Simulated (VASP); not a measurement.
Here is a VASP 6.6.1 calculation.

The input INCAR:

```
PREC = Accurate
ENCUT = 600
EDIFF = 1E-7
ISMEAR = 1
SIGMA = 0.1
LREAL = False
LASPH = True
NELM = 80
ALGO = Normal
ISIF = 2
LWAVE = False
LCHARG = False
IBRION = 2
NSW = 40
EDIFFG = -0.01
KPAR = 4
```

Contents of KPOINTS:

```
regular mesh
0
Gamma
  8 8 8
```

The input POSCAR:

```
SiNi                                    
1.0
    4.3728648720     -0.0000000000      0.0000000000
    0.0000000000      4.3728648720      0.0000000000
    0.0000000000      0.0000000000      4.3728648720
  Si              Ni            
     4     4
Direct
     0.6536853891326403    0.1536853891326403    0.3463146108673597
     0.1536853891326403    0.3463146108673597    0.6536853891326403
     0.3463146108673597    0.6536853891326403    0.1536853891326403
     0.8463146108673597    0.8463146108673597    0.8463146108673597
     0.3507374030276670    0.8507374030276671    0.6492625969723329
     0.8507374030276671    0.6492625969723329    0.3507374030276670
     0.6492625969723329    0.3507374030276670    0.8507374030276671
     0.1492625969723329    0.1492625969723329    0.1492625969723329
```

Potentials or basis: VASP PAW LDA potentials, release 64 (Si, Ni).

Command:

```console
$ cat potpaw_LDA.64/Si/POTCAR potpaw_LDA.64/Ni/POTCAR > POTCAR
$ mpirun -np 4 vasp_std > vasp.out
```

Question: Estimate the energy gained by relaxing.

Answer: 0.0 meV/atom.

Question: Estimate the band gap on the k mesh.

Answer: None (metal or under the smearing width).

Final structure:
```yaml
crystal:
  lattice:
    - [4.37286, 0.00000, 0.00000]
    - [0.00000, 4.37286, 0.00000]
    - [0.00000, 0.00000, 4.37286]
  atoms:
    - { symbol: Si, position: [0.65328, 0.15328, 0.34672] }
    - { symbol: Si, position: [0.15328, 0.34672, 0.65328] }
    - { symbol: Si, position: [0.34672, 0.65328, 0.15328] }
    - { symbol: Si, position: [0.84672, 0.84672, 0.84672] }
    - { symbol: Ni, position: [0.35031, 0.85031, 0.64969] }
    - { symbol: Ni, position: [0.85031, 0.64969, 0.35031] }
    - { symbol: Ni, position: [0.64969, 0.35031, 0.85031] }
    - { symbol: Ni, position: [0.14969, 0.14969, 0.14969] }
```

Spin polarisation is off, so any magnetic state and its effect on volume and gap are missing.
